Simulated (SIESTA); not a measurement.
# HfO2 under changes of volume

One of the cells (11.375 Å³/atom); the others are scaled copies at fixed shape and fractional positions:

```xyz
3
Lattice="0.0000 2.5744 2.5744 2.5744 0.0000 2.5744 2.5744 2.5744 0.0000" Properties=species:S:1:pos:R:3 pbc="T T T"
Hf    0.0000    0.0000    0.0000
O     3.8617    3.8617    3.8617
O     1.2872    1.2872    1.2872
```

Measurements of this composition are mostly on another form, of space group No. 14.

| Item | Value |
| --- | --- |
| Program | SIESTA 5.4.2 |
| Functional | PBE |
| Potentials or basis | PseudoDojo 0.4 standard (PBE files) |
| Basis | DZP (energy shift 0.003 Ry; two zetas on semicore shells) |
| Grid cutoff | 800 Ry |
| Energy shift | 0.003 Ry |
| k mesh | 9 × 9 × 9 |
| Occupations | fermi-dirac, width 0.05 eV |
| Spin | no spin polarisation |

| volume (Å³/atom) | energy over the lowest point (meV/atom) | pressure (GPa) | gap on the mesh (eV) |
| --- | --- | --- | --- |
| 10.483 | 32.00 | 17.2 | 3.84 |
| 10.706 | 12.44 | 11.0 | 3.79 |
| 10.929 | 1.02 | 5.5 | 3.75 |
| 11.375 | 0.00 | -4.2 | 3.65 |
| 11.598 | ? | ? | ? |
| 11.821 | 23.26 | -12.2 | 3.54 |

What does the run at 11.598 Å³/atom give?

Energy over the lowest point 8.83 meV/atom; pressure -8.4 GPa; gap on the mesh 3.60 eV.

Worked out: A Birch-Murnaghan fit of order 3 (a polynomial in V^(-2/3)) to the other rows has its minimum at 11.17 Å³/atom with B0 = V·E''(V) = 240 GPa and B' = 4.1. It gives 8.88 meV/atom at 11.598 Å³/atom, against the run's 8.83, and -dE/dV = -8.4 GPa, against -8.4. A straight line through the other rows of the gap, of slope -2.48 eV per unit of ln V, gives 3.59 eV, against the run's 3.60.

Energies are extrapolated to zero smearing.

Caveats: short orbitals over semicore shells can move pressures by several GPa; spin-orbit coupling is left out, which moves the levels of the heavy elements; an odd mesh through Γ misses points on the zone boundary, where band edges often lie; the basis of atomic orbitals isn't converged, which shifts pressures, moduli and gaps.
